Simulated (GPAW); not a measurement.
Runs of GPAW 26.7.0 on MgO2. The structure is trigonal, space group R-3m (No. 166). Conventional cell: a = 3.210 Å, b = 3.210 Å, c = 10.482 Å, α = 90.00°, β = 90.00°, γ = 120.00°. Mg (site symmetry -3m) is surrounded by 6 O at 2.11 Å. Around O (site symmetry 3m) lie 1 O at 1.49 Å. The cell comes from a database or a generator and needn't be the stable form of this composition.

```tsv
task	level	cell	k mesh	optimizer	fmax	max steps	convergence	ranks	gap on the mesh (eV)	pressure (GPa)	relaxed volume (Å³/atom)
relaxation of cell and atoms	PBEsol	relaxed	7 × 7 × 7	BFGS	0.02 eV/Å	60	density=1e-05 forces=0.0001	-	2.61	0.0	(c)
relaxation of cell and atoms	PBEsol+D3(BJ)+ATM	relaxed	7 × 7 × 7	BFGS	0.02 eV/Å	60	density=1e-05 forces=0.0001	-	2.66	0.0	9.89
relaxation of cell and atoms	PBEsol+D3	relaxed	7 × 7 × 7	BFGS	0.02 eV/Å	60	density=1e-05 forces=0.0001	-	2.64	0.0	9.93
relaxation of cell and atoms	PBEsol+D4	relaxed	7 × 7 × 7	BFGS	0.02 eV/Å	60	density=1e-05 forces=0.0001	-	2.64	0.0	9.95
relaxation of cell and atoms	PBEsol+D3(BJ)	relaxed	7 × 7 × 7	BFGS	0.02 eV/Å	60	density=1e-05 forces=0.0001	-	(a)	0.0	(b)
```

Alike in all rows: potentials or basis PAW data sets generated in the run's folder for this functional, pw; no spin polarisation; cutoff (eV) 800; smearing fermi-dirac 0.05 eV.

Problem. Fill in the values left out.

Solution. (a) 2.67; (b) 9.86; (c) 10.05.

Caveats: later steps reuse the first step's grids; an odd mesh through Γ misses points on the zone boundary, where band edges often lie.
